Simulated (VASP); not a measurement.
A run of VASP 6.6.1 is set up as follows.

The input INCAR:

```
SYSTEM = MnO
PREC = Accurate
ENCUT = 520
EDIFF = 1E-6
ISMEAR = -1
SIGMA = 0.05
LREAL = .False.
LASPH = .True.
NELM = 150
ALGO = Normal
ISIF = 2
LWAVE = .False.
LCHARG = .False.
ISPIN = 2
MAGMOM = 4 0
LORBIT = 11
LMAXMIX = 4
LDAU = .True.
LDAUTYPE = 2
LDAUL = 2 -1
LDAUU = 8 0
LDAUJ = 0 0
LDAUPRINT = 1
METAGGA = R2SCAN
LMIXTAU = .True.
```

KPOINTS

```
regular mesh
0
Gamma
  7 7 7
  0 0 0
```

File POSCAR:

```
MnO
1.0
    0.0000000000      2.2220003300      2.2220003300
    2.2220003300      0.0000000000      2.2220003300
    2.2220003300      2.2220003300      0.0000000000
Mn O
1 1
Direct
    0.0000000000      0.0000000000      0.0000000000
    0.5000000000      0.5000000000      0.5000000000
```

Potentials or basis: VASP PAW PBE potentials, release 64 (Mn_pv, O).

Run with:

```sh
$ cat potpaw_PBE.64/Mn_pv/POTCAR potpaw_PBE.64/O/POTCAR > POTCAR
$ mpirun -np 1 vasp_std > vasp.out
```

**Question.** Predict the pressure.

**Answer.** 5.7 GPa.

**Question.** Estimate the band gap on the k mesh.

**Answer.** 1.65 eV, indirect (least direct gap 3.27 eV).

**Question.** Predict the site moments.

**Answer.** Mn +4.75; O +0.09 μB.

**Question.** Predict the net moment.

**Answer.** 5.00 μB per cell.

Eigenvalues of the final occupation matrices:
| site | spin | trace | eigenvalues |
| --- | --- | --- | --- |
| site 1 d | 1 | 4.85 | 0.96 0.96 0.96 0.99 0.99 |
| site 1 d | 2 | 0.14 | 0.01 0.01 0.01 0.05 0.05 |

Caveat: the PAW data sets were made with another functional, which shifts forces and pressure a little; an odd mesh through Γ misses points on the zone boundary, where band edges often lie; a cell with one magnetic atom can't hold antiferromagnetic order, which such compounds often take.
